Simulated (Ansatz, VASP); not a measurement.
Re: VASP beside Ansatz

The input INCAR:

```
  ALGO = Normal
  EDIFF = 1E-6
  ENCUT = 520
  GGA = PS
  ISIF = 2
  ISMEAR = 0
  LASPH = True
  LCHARG = False
  LREAL = False
  LWAVE = False
  NBANDS = 14
  NELM = 100
  PREC = Accurate
  SIGMA = 0.15
```

KPOINTS

```
k-points
0
Gamma
  18 18 10
```

File POSCAR:

```
Re
1.0
    2.7502953086      0.0000000000      0.0000000000
   -1.3751476543      2.3818256051     -0.1310004083
    0.0000000000     -0.2443809628      4.4432902328
Re
2
Direct
    0.3333333333      0.6666666667      0.2500000000
    0.6666666667      0.3333333333      0.7500000000
```

Input for Ansatz:

```yaml
crystal:
  lattice:
    - [2.7502953086, 0.0, 0.0]
    - [-1.3751476543, 2.3818256051, -0.1310004083]
    - [0.0, -0.2443809628, 4.4432902328]
  atoms:
    - { symbol: Re, position: [0.3333333333, 0.6666666667, 0.25] }
    - { symbol: Re, position: [0.6666666667, 0.3333333333, 0.75] }
basis:
  ecutwfc: 420
kpoints:
  mp_grid: { grid: [18, 18, 10] }
hamiltonian:
  xc: pbesol
scf:
  occupations: { method: gaussian, width: 0.15 }
output:
  forces: true
  stress: true
  eigenvalues: true
```

Change from the starting cell: engineering shear strain xz +0.0000, engineering shear strain yz -0.1100.

Alike in both runs: task single point; functional PBEsol; k mesh 18 × 18 × 10; occupations gaussian, width 0.15 eV; no spin polarisation.

|  | VASP | Ansatz |
| --- | --- | --- |
| version | VASP 6.6.1 | Ansatz 0.2.0 |
| potentials or method | VASP PAW PBE potentials, release 64 (Re) | scalar-relativistic, plane waves, PAW |
| plane-wave cutoff (eV) | 520 | 420 |
| valence electrons in the cell | 14 | 30 |

|  | VASP | Ansatz | Ansatz less VASP |
| --- | --- | --- | --- |
| gap on the k mesh at the Fermi level (eV) | none | none | - |
| pressure (GPa) | 3.5 | 3.5 | -0.04 |
| largest component of the traceless stress (GPa) | 17.96 | 18.11 | +0.148 |
| rms of the force components (eV/Å) | 0.075 | 0.082 | +0.0075 |

Atom by atom the forces differ by 0.008 eV/Å (rms over components). A gap of «none» marks a metal or a gap that the smearing closes. The two sets of potentials don't hold the same shells in valence.

Caveats: the PAW data sets were made with another functional, which shifts forces and pressure a little (VASP). Spin-orbit coupling is left out, which matters for the levels of Re.
